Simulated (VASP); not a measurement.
# ZrB2 (P1) in VASP: notebook

The runs below take ZrB2 through single point, with r2SCAN.

All numbers are computed with VASP 6.6.1; they aren't measurements. Logs are shortened: lines on timing, memory, paths and dates and some standing lists are left out, and cuts for length are marked.

**1. The crystal as given**

The typed cell holds 6 atoms: a = 4.889 Å, b = 3.252 Å, c = 4.889 Å, α = 72.83°, β = 97.71°, γ = 71.78°.

The cell was built by a generator and needn't be a form met in nature.

**2. Single point, r2SCAN**

Input file POSCAR:

```
ZrB2
1.0
    1.6396290600      2.7676365300     -3.6822558500
   -1.6951257600      2.7753718700     -0.0188876100
    1.6809157800      2.7428608800      3.6815253800
Zr B
2 4
Direct
    0.0177190000      0.9564420000      0.0270900000
    0.5163760000      0.9606640000      0.5166950000
    0.4240670000      0.3609940000      0.8986910000
    0.9021610000      0.3563860000      0.4098590000
    0.1027690000      0.6216400000      0.5897850000
    0.6183800000      0.6318100000      0.0868490000
```

Input file INCAR.step1:

```
ALGO = Normal ; EDIFF = 1E-4
ENCUT = 520 ; GGA = PE
ISMEAR = 1 ; LASPH = True
LCHARG = False ; LREAL = False
LWAVE = True ; NBANDS = 27
NELM = 100 ; PREC = Accurate
SIGMA = 0.0313
```

Input file INCAR.step2:

```
ALGO = Normal ; EDIFF = 1E-6
ENCUT = 520 ; ISIF = 2
ISMEAR = 1 ; ISTART = 1
LASPH = True ; LCHARG = True
LELF = True ; LMIXTAU = True
LREAL = False ; LVHAR = True
LWAVE = False ; METAGGA = R2SCAN
NBANDS = 27 ; NELM = 100
PREC = Accurate ; SIGMA = 0.0313
```

Input file KPOINTS:

```
Automatic mesh
0
Gamma
  4 6 4
  0.5 0.5 0.5
```

Potentials or basis: VASP PAW PBE potentials, release 64 (Zr_sv, B).

The run is started by

```
cat potpaw_PBE.64/Zr_sv/POTCAR potpaw_PBE.64/B/POTCAR > POTCAR
cp INCAR.step1 INCAR
mpirun -np 1 vasp_std > vasp.out
cp INCAR.step2 INCAR
mpirun -np 1 vasp_std > vasp.out
```

OUTCAR:

```text
EDIFF = 1E-6
   ENCUT = 520
   ISIF = 2
   ISMEAR = 1
   ISTART = 1
   LASPH = True
   LREAL = False
   METAGGA = R2SCAN
   NELM = 100
   PREC = Accurate

 ion  position               nearest neighbor table
   1  0.018  0.956  0.027-   6 2.50   4 2.54   5 2.56   6 2.56   3 2.60   4 2.60   3 2.68   5 2.69
                             6 2.73   5 2.74   3 2.75   4 2.81   2 3.19   2 3.25   2 3.33   2 3.38
   2  0.516  0.961  0.517-   3 2.47   4 2.50   3 2.58   6 2.59   5 2.60   5 2.61   4 2.62   5 2.66
                             6 2.66   6 2.77   4 2.78   3 2.82   1 3.19   1 3.25   1 3.33   1 3.38
   3  0.424  0.361  0.899-   5 1.80   6 1.81   6 2.11   2 2.47   2 2.58   1 2.60   1 2.68   1 2.75
                             2 2.82
   4  0.902  0.356  0.410-   6 1.74   5 1.80   5 2.12   2 2.50   1 2.54   1 2.60   2 2.62   2 2.78
                             1 2.81
   5  0.103  0.622  0.590-   4 1.80   3 1.80   4 2.12   1 2.56   2 2.60   2 2.61   2 2.66   1 2.69
                             1 2.74
   6  0.618  0.632  0.087-   4 1.74   3 1.81   3 2.11   1 2.50   1 2.56   2 2.59   2 2.66   1 2.73
                             2 2.77

  LATTYP: Found a triclinic cell.
 ALAT       =     3.2521526872
 B/A-ratio  =     2.0365409142
 C/A-ratio  =     2.0635621793
 COS(alpha) =     0.0040894362
 COS(beta)  =     0.5263645112
 COS(gamma) =     0.7089337775

  Lattice vectors:

 A1 = (   1.6951257600,  -2.7753718700,   0.0188876100)
 A2 = (   0.0142099800,  -5.5182327500,  -3.6626377700)
 A3 = (   6.7107963600,  -0.0402463300,   0.0370447500)

Analysis of symmetry for initial positions (statically):
=====================================================================
 Subroutine PRICEL returns:
 Original cell was already a primitive cell.

 Routine SETGRP: Setting up the symmetry group for a
 triclinic supercell.

 Subroutine GETGRP returns: Found  1 space group operations
 (whereof  1 operations were pure point group operations)
 out of a pool of  2 trial point group operations.

The static configuration has the point symmetry C_1 .

Analysis of symmetry for dynamics (positions and initial velocities):
=====================================================================
 Subroutine PRICEL returns:
 Original cell was already a primitive cell.

 Routine SETGRP: Setting up the symmetry group for a
 triclinic supercell.

 Subroutine GETGRP returns: Found  1 space group operations
 (whereof  1 operations were pure point group operations)
 out of a pool of  2 trial point group operations.

The dynamic configuration has the point symmetry C_1 .

 Subroutine INISYM returns: Found  1 space group operations
 (whereof  1 operations are pure point group operations),
 and found     1 'primitive' translations

----------------------------------------------------------------------------------------

                                     Primitive cell

  volume of cell :      68.3210

  direct lattice vectors                    reciprocal lattice vectors
     1.639629060  2.767636530 -3.682255850     0.150311234  0.090878405 -0.136336789
    -1.695125760  2.775371870 -0.018887610    -0.296966541  0.178947979  0.002267086
     1.680915780  2.742860880  3.681525380     0.148817508  0.091814507  0.135274331

  length of vectors
     4.889499316  3.252152687  4.889007342     0.222351235  0.346722721  0.221078491

  position of ions in fractional coordinates (direct lattice)
     0.017719000  0.956442000  0.027090000
     0.516376000  0.960664000  0.516695000
     0.424067000  0.360994000  0.898691000
     0.902161000  0.356386000  0.409859000
     0.102769000  0.621640000  0.589785000
     0.618380000  0.631810000  0.086849000

  ion indices of the primitive-cell ions
   primitive index   ion index
                 1           1
                 2           2
                 3           3
                 4           4
                 5           5
                 6           6

----------------------------------------------------------------------------------------

 KPOINTS: Automatic mesh

Automatic generation of k-mesh.
 Grid dimensions read from file:
 generate k-points for:    4    6    4

 Generating k-lattice:

  Cartesian coordinates                     Fractional coordinates (reciprocal lattice)
     0.037577809  0.022719601 -0.034084197     0.250000000  0.000000000  0.000000000
    -0.049494424  0.029824663  0.000377848    -0.000000000  0.166666667  0.000000000
     0.037204377  0.022953627  0.033818583     0.000000000  0.000000000  0.250000000

  Length of vectors
     0.055587809  0.057787120  0.055269623

  Shift w.r.t. Gamma in fractional coordinates (k-lattice)
     0.500000000  0.500000000  0.500000000

 Subroutine IBZKPT returns following result:
 ===========================================

 Found     48 irreducible k-points:

 Following reciprocal coordinates:
            Coordinates               Weight
  0.125000  0.083333  0.125000      2.000000
  0.375000  0.083333  0.125000      2.000000
 -0.375000  0.083333  0.125000      2.000000
 -0.125000  0.083333  0.125000      2.000000
  0.125000  0.250000  0.125000      2.000000
  0.375000  0.250000  0.125000      2.000000
[... 16 lines left out ...]
 -0.375000 -0.083333  0.125000      2.000000
 -0.125000 -0.083333  0.125000      2.000000
 [... further k-points ...]
   k-points           NKPTS =     48   k-points in BZ     NKDIM =     48   number of bands    NBANDS=     27
   number of dos      NEDOS =    301   number of ions     NIONS =      6
   total plane-waves  NPLWV =  31104
   dimension x,y,z NGX =    36 NGY =   24 NGZ =   36
   dimension x,y,z NGXF=    72 NGYF=   48 NGZF=   72
   ions per type =               2   4
   NGX,Y,Z   is equivalent  to a cutoff of  12.24, 12.27, 12.24 a.u.
   NGXF,Y,Z  is equivalent  to a cutoff of  24.48, 24.54, 24.48 a.u.
 SYSTEM =  unknown system
   PREC   = accura    normal or accurate (medium, high low for compatibility)
   ISTART =      1    job   : 0-new  1-cont  2-samecut
   ICHARG =      0    charge: 1-file 2-atom 10-const
   ISPIN  =      1    spin polarized calculation?
   LNONCOLLINEAR =      F non collinear calculations
   LSORBIT =      F    spin-orbit coupling
   LASPH  =      T    aspherical Exc in radial PAW
   ENCUT  =  520.0 eV  38.22 Ry    6.18 a.u.   9.09  6.05  9.09*2*pi/ulx,y,z
   NELM   =    100;   NELMIN=  2; NELMDL=  0     # of ELM steps
   EDIFF  = 0.1E-05   stopping-criterion for ELM
   LREAL  =      F    real-space projection
   EDIFFG = 0.1E-04   stopping-criterion for IOM
   NSW    =      0    number of steps for IOM
   IBRION =     -1    ionic relax: 0-MD 1-quasi-New 2-CG
   NFREE  =      0    steps in history (QN), initial steepest desc. (CG)
   ISIF   =      2    stress and relaxation
   ISYM   =      2    0-nonsym 1-usesym 2-fastsym
   POTIM  = 0.5000    time-step for ionic-motion
   TEBEG  =    0.0;   TEEND  =   0.0 temperature during run
   PSTRESS=    0.0 pullay stress
   NELECT =      36.0000    total number of electrons
   NUPDOWN=      -1.0000    fix difference up-down
   EMIN   =  10.00;   EMAX   =-10.00  energy-range for DOS
   EFERMI =   0.00;   METHOD = LEGACY
   ISMEAR =     1;   SIGMA  =   0.03  broadening in eV -4-tet -1-fermi 0-gaus
   EFERMI_NEDOS =   21; number of points for ismear=-14 and -15
   IALGO  =     38    algorithm
   IMIX   =      4    mixing-type and parameters
     AMIX     =   0.40;   BMIX     =  1.00
     AMIX_MAG =   1.60;   BMIX_MAG =  1.00
  volume/ion in A,a.u.               =      11.39        76.84
  Fermi-wavevector in a.u.,A,eV,Ry     =   1.322283  2.498752 23.788858  1.748432
  Thomas-Fermi vector in A             =   2.451975
   LORBIT       =      0    0 simple, 1 ext, 2 COOP (PROOUT), +10 PAW based schemes
   METAGGA = R2SCAN    functional components
   LHFCALC =     F    Hartree Fock is set to
   AEXX    =    0.0000 exact exchange contribution
   IVDW    =     0    specifies the selected vdW correction
   LEPSILON=     F    determine dielectric tensor
   LRPA    =     F    only Hartree local field effects (RPA)
 non-spin polarized calculation
 Methfessel and Paxton  Order N= 1 SIGMA  =   0.03
  energy-cutoff  :      520.00
  volume of cell :       68.32
 maximum number of plane-waves:      1858
   NGX = 19   NGY = 13   NGZ = 19

 number of electron      36.0000000 magnetization

 Free energy of the ion-electron system (eV)
  ---------------------------------------------------
  ext. energy  EPLUGINS =         0.00000000
  ---------------------------------------------------
  free energy    TOTEN  =       -80.22316955 eV

  energy without entropy =      -80.22328915  energy(sigma->0) =      -80.22320942

 E-fermi :   9.3900     XC(G=0): -12.8084

 val. band max:        9.3654544220   @ k =  -0.3750  -0.0833   0.3750
 cond. band min:       9.4665774343   @ k =  -0.3750  -0.2500   0.1250
 fundamental gap:      0.1011230122
 Fermi energy:         9.3899564326

 k-point     1 :       0.1250    0.0833    0.1250
  band No.  band energies     occupation
      1     -41.2514      2.00000
      2     -41.1703      2.00000
      3     -18.8379      2.00000
      4     -18.7811      2.00000
      5     -18.6863      2.00000
      6     -18.4173      2.00000
[... 19 lines left out ...]
     26      14.0019      0.00000
     27      14.8846      0.00000

 k-point     2 :       0.3750    0.0833    0.1250
  band No.  band energies     occupation
      1     -41.2294      2.00000
      2     -41.1922      2.00000
      3     -18.8048      2.00000
      4     -18.6837      2.00000
      5     -18.6586      2.00000
      6     -18.5239      2.00000
[... 19 lines left out ...]
     26      14.3167      0.00000
     27      14.7540      0.00000

 k-point     3 :      -0.3750    0.0833    0.1250
  band No.  band energies     occupation
      1     -41.2368      2.00000
      2     -41.1846      2.00000
      3     -18.7872      2.00000
      4     -18.7708      2.00000
      5     -18.7019      2.00000
      6     -18.4636      2.00000
[... 594 lines left out ...]
      1     -41.2462      2.00000
      2     -41.1751      2.00000
      3     -18.8575      2.00000
      4     -18.8062      2.00000
      5     -18.6832      2.00000
      6     -18.4299      2.00000
[... 19 lines left out ...]
     26      14.4435      0.00000
     27      14.9984      0.00000

 k-point    24 :      -0.1250   -0.0833    0.1250
  band No.  band energies     occupation
      1     -41.2553      2.00000
      2     -41.1663      2.00000
      3     -18.8875      2.00000
      4     -18.7485      2.00000
      5     -18.7235      2.00000
      6     -18.4277      2.00000
[... 19 lines left out ...]
     26      14.3171      0.00000
     27      15.0491      0.00000

 [... further k-points ...]
[... 5 lines left out ...]
  --------------------------------------------------------------------------------------
  -------------------------------------------------------------------------------------
  Total       -9.5969593     -3.8718404     -7.2107661     -1.1436087      0.4501044     -0.4183870
  in kB     -225.0558284    -90.7975363   -169.0978240    -26.8184735     10.5552824     -9.8114856
  external PRESSURE =    -161.6503962 kB  Pullay stress =       0.0000000 kB

 VOLUME and BASIS-vectors are now :
 -----------------------------------------------------------------------------
  energy-cutoff  :      520.00
  volume of cell :       68.32
      direct lattice vectors                 reciprocal lattice vectors
     1.639629060  2.767636530 -3.682255850     0.150311234  0.090878405 -0.136336789
    -1.695125760  2.775371870 -0.018887610    -0.296966541  0.178947979  0.002267086
     1.680915780  2.742860880  3.681525380     0.148817508  0.091814507  0.135274331

 POSITION                                       TOTAL-FORCE (eV/Angst)
 -----------------------------------------------------------------------------------
     -1.54670      2.77783      0.01642        -1.111906     -0.024611     -0.937518
      0.08674      5.51256     -0.01735        -0.844358      0.365609     -0.363681
      1.59401      4.64054      1.74021         1.549247     -0.318388      0.722279
      1.56403      4.61014     -1.81981         1.924851      0.209334     -0.447503
      0.10612      3.62741      1.78115        -0.504875      0.363717      0.270009
      0.08890      3.70317     -1.96923        -1.012959     -0.595661      0.756415
 -----------------------------------------------------------------------------------
    total drift:                                0.000075     -0.000172      0.000051

  FREE ENERGIE OF THE ION-ELECTRON SYSTEM (eV)
  ---------------------------------------------------
  free  energy   TOTEN  =       -80.2231695488 eV

  energy  without entropy=      -80.2232891497  energy(sigma->0) =      -80.22320942
```

Run time: 2.8 min. Hardware: 1 thread of AMD EPYC 9R45 (Zen 5), shared host; peak memory 0.19 GiB.

What came out:

```
Free energy            : -80.2232 eV
Pressure               : -16.2 GPa
Largest force          : 1.987 eV/Å
Band gap on the k mesh : none (metal or under the smearing width)
```

Forces in eV/Å, atoms in the order of the input:
```
Zr  -1.112 -0.025 -0.938
Zr  -0.844  0.366 -0.364
B    1.549 -0.318  0.722
B    1.925  0.209 -0.448
B   -0.505  0.364  0.270
B   -1.013 -0.596  0.756
```

Stress tensor (GPa, compression positive):
```
-22.51  -2.68  -0.98
 -2.68  -9.08   1.06
 -0.98   1.06 -16.91
```

Caveat: the k mesh is coarse (spacing up to 0.36 Å⁻¹), so the values aren't converged; so large a pressure means that the cell lies far from this level's equilibrium, or that cutoff or potentials fall short; the potentials were made for another functional, which shifts forces and pressure.

[end of part 1 of 2]
